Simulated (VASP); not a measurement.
A run of VASP 6.6.1:

Contents of INCAR:

```
SYSTEM = SrTiO3
PREC = Accurate ; ENCUT = 520
EDIFF = 1E-7 ; ISMEAR = 0
SIGMA = 0.03 ; LREAL = .FALSE.
LASPH = .TRUE. ; NELM = 80
ALGO = Normal ; ISIF = 2
LWAVE = .FALSE. ; LCHARG = .FALSE.
LMAXMIX = 4 ; METAGGA = R2SCAN
LMIXTAU = .TRUE. ; NBANDS = 28
```

File KPOINTS:

```
Automatic mesh
0
G
  8 8 8
  0 0 0
```

POSCAR

```
SrTiO3                                  
1.0
    3.9402048293      0.0000000000      0.0000000000
    0.0000000000      3.9402048293      0.0000000000
    0.0000000000      0.0000000000      3.9402048293
  Sr              Ti              O             
     1     1     3
Direct
     0.5000000000000000    0.5000000000000000    0.5000000000000000
     0.0000000000000000    0.0000000000000000    0.0000000000000000
     0.5000000000000000    0.0000000000000000    0.0000000000000000
     0.0000000000000000    0.5000000000000000    0.0000000000000000
     0.0000000000000000    0.0000000000000000    0.5000000000000000
```

File KPOINTS_OPT:

```
explicit points
124
Reciprocal
 0.0000000000  0.0000000000  0.0000000000 1
 0.0000000000  0.0263157895  0.0000000000 1
 0.0000000000  0.0526315789  0.0000000000 1
 0.0000000000  0.0789473684  0.0000000000 1
 0.0000000000  0.1052631579  0.0000000000 1
 0.0000000000  0.1315789474  0.0000000000 1
 0.0000000000  0.1578947368  0.0000000000 1
 0.0000000000  0.1842105263  0.0000000000 1
 0.0000000000  0.2105263158  0.0000000000 1
 0.0000000000  0.2368421053  0.0000000000 1
 0.0000000000  0.2631578947  0.0000000000 1
 0.0000000000  0.2894736842  0.0000000000 1
 0.0000000000  0.3157894737  0.0000000000 1
 0.0000000000  0.3421052632  0.0000000000 1
 0.0000000000  0.3684210526  0.0000000000 1
 0.0000000000  0.3947368421  0.0000000000 1
 0.0000000000  0.4210526316  0.0000000000 1
 0.0000000000  0.4473684211  0.0000000000 1
 0.0000000000  0.4736842105  0.0000000000 1
 0.0000000000  0.5000000000  0.0000000000 1
 0.0000000000  0.5000000000  0.0000000000 1
 0.0263157895  0.5000000000  0.0000000000 1
 0.0526315789  0.5000000000  0.0000000000 1
 0.0789473684  0.5000000000  0.0000000000 1
 0.1052631579  0.5000000000  0.0000000000 1
 0.1315789474  0.5000000000  0.0000000000 1
 0.1578947368  0.5000000000  0.0000000000 1
 0.1842105263  0.5000000000  0.0000000000 1
 0.2105263158  0.5000000000  0.0000000000 1
 0.2368421053  0.5000000000  0.0000000000 1
 0.2631578947  0.5000000000  0.0000000000 1
 0.2894736842  0.5000000000  0.0000000000 1
 0.3157894737  0.5000000000  0.0000000000 1
 0.3421052632  0.5000000000  0.0000000000 1
 0.3684210526  0.5000000000  0.0000000000 1
 0.3947368421  0.5000000000  0.0000000000 1
 0.4210526316  0.5000000000  0.0000000000 1
 0.4473684211  0.5000000000  0.0000000000 1
 0.4736842105  0.5000000000  0.0000000000 1
 0.5000000000  0.5000000000  0.0000000000 1
 0.5000000000  0.5000000000  0.0000000000 1
 0.4736842105  0.4736842105  0.0000000000 1
 0.4473684211  0.4473684211  0.0000000000 1
 0.4210526316  0.4210526316  0.0000000000 1
 0.3947368421  0.3947368421  0.0000000000 1
 0.3684210526  0.3684210526  0.0000000000 1
 0.3421052632  0.3421052632  0.0000000000 1
 0.3157894737  0.3157894737  0.0000000000 1
 0.2894736842  0.2894736842  0.0000000000 1
 0.2631578947  0.2631578947  0.0000000000 1
 0.2368421053  0.2368421053  0.0000000000 1
 0.2105263158  0.2105263158  0.0000000000 1
 0.1842105263  0.1842105263  0.0000000000 1
 0.1578947368  0.1578947368  0.0000000000 1
 0.1315789474  0.1315789474  0.0000000000 1
 0.1052631579  0.1052631579  0.0000000000 1
 0.0789473684  0.0789473684  0.0000000000 1
 0.0526315789  0.0526315789  0.0000000000 1
 0.0263157895  0.0263157895  0.0000000000 1
 0.0000000000  0.0000000000  0.0000000000 1
 0.0000000000  0.0000000000  0.0000000000 1
 0.0263157895  0.0263157895  0.0263157895 1
 0.0526315789  0.0526315789  0.0526315789 1
 0.0789473684  0.0789473684  0.0789473684 1
 0.1052631579  0.1052631579  0.1052631579 1
 0.1315789474  0.1315789474  0.1315789474 1
 0.1578947368  0.1578947368  0.1578947368 1
 0.1842105263  0.1842105263  0.1842105263 1
 0.2105263158  0.2105263158  0.2105263158 1
 0.2368421053  0.2368421053  0.2368421053 1
 0.2631578947  0.2631578947  0.2631578947 1
 0.2894736842  0.2894736842  0.2894736842 1
 0.3157894737  0.3157894737  0.3157894737 1
 0.3421052632  0.3421052632  0.3421052632 1
 0.3684210526  0.3684210526  0.3684210526 1
 0.3947368421  0.3947368421  0.3947368421 1
 0.4210526316  0.4210526316  0.4210526316 1
 0.4473684211  0.4473684211  0.4473684211 1
 0.4736842105  0.4736842105  0.4736842105 1
 0.5000000000  0.5000000000  0.5000000000 1
 0.5000000000  0.5000000000  0.5000000000 1
 0.4736842105  0.5000000000  0.4736842105 1
 0.4473684211  0.5000000000  0.4473684211 1
 0.4210526316  0.5000000000  0.4210526316 1
 0.3947368421  0.5000000000  0.3947368421 1
 0.3684210526  0.5000000000  0.3684210526 1
 0.3421052632  0.5000000000  0.3421052632 1
 0.3157894737  0.5000000000  0.3157894737 1
 0.2894736842  0.5000000000  0.2894736842 1
 0.2631578947  0.5000000000  0.2631578947 1
 0.2368421053  0.5000000000  0.2368421053 1
 0.2105263158  0.5000000000  0.2105263158 1
 0.1842105263  0.5000000000  0.1842105263 1
 0.1578947368  0.5000000000  0.1578947368 1
 0.1315789474  0.5000000000  0.1315789474 1
 0.1052631579  0.5000000000  0.1052631579 1
 0.0789473684  0.5000000000  0.0789473684 1
 0.0526315789  0.5000000000  0.0526315789 1
 0.0263157895  0.5000000000  0.0263157895 1
 0.0000000000  0.5000000000  0.0000000000 1
 0.5000000000  0.5000000000  0.0000000000 1
 0.5000000000  0.5000000000  0.0263157895 1
 0.5000000000  0.5000000000  0.0526315789 1
 0.5000000000  0.5000000000  0.0789473684 1
 0.5000000000  0.5000000000  0.1052631579 1
 0.5000000000  0.5000000000  0.1315789474 1
 0.5000000000  0.5000000000  0.1578947368 1
 0.5000000000  0.5000000000  0.1842105263 1
 0.5000000000  0.5000000000  0.2105263158 1
 0.5000000000  0.5000000000  0.2368421053 1
 0.5000000000  0.5000000000  0.2631578947 1
 0.5000000000  0.5000000000  0.2894736842 1
 0.5000000000  0.5000000000  0.3157894737 1
 0.5000000000  0.5000000000  0.3421052632 1
 0.5000000000  0.5000000000  0.3684210526 1
 0.5000000000  0.5000000000  0.3947368421 1
 0.5000000000  0.5000000000  0.4210526316 1
 0.5000000000  0.5000000000  0.4473684211 1
 0.5000000000  0.5000000000  0.4736842105 1
 0.5000000000  0.5000000000  0.5000000000 1
 0.0000000000  0.0000000000  0.0000000000 1
 0.5000000000  0.5000000000  0.0000000000 1
 0.5000000000  0.5000000000  0.5000000000 1
 0.0000000000  0.5000000000  0.0000000000 1
```

Potentials or basis: VASP PAW PBE potentials, release 64 (Sr_sv, Ti_sv, O).

Command:

```bash
$ cat potpaw_PBE.64/Sr_sv/POTCAR potpaw_PBE.64/Ti_sv/POTCAR potpaw_PBE.64/O/POTCAR > POTCAR
$ mpirun -np 1 vasp_std > vasp.out
```

Hardware: 1 thread of Intel(R) Xeon(R) Platinum 8375C CPU @ 2.90GHz (Ice Lake), on a shared host.

Task: How long does it take, and how much memory?

Result: Run time: 8.3 min on 1 thread of Intel(R) Xeon(R) Platinum 8375C CPU @ 2.90GHz (Ice Lake), on a shared host, peak memory 0.23 GiB. Counts: scf iterations 62, k points 35.
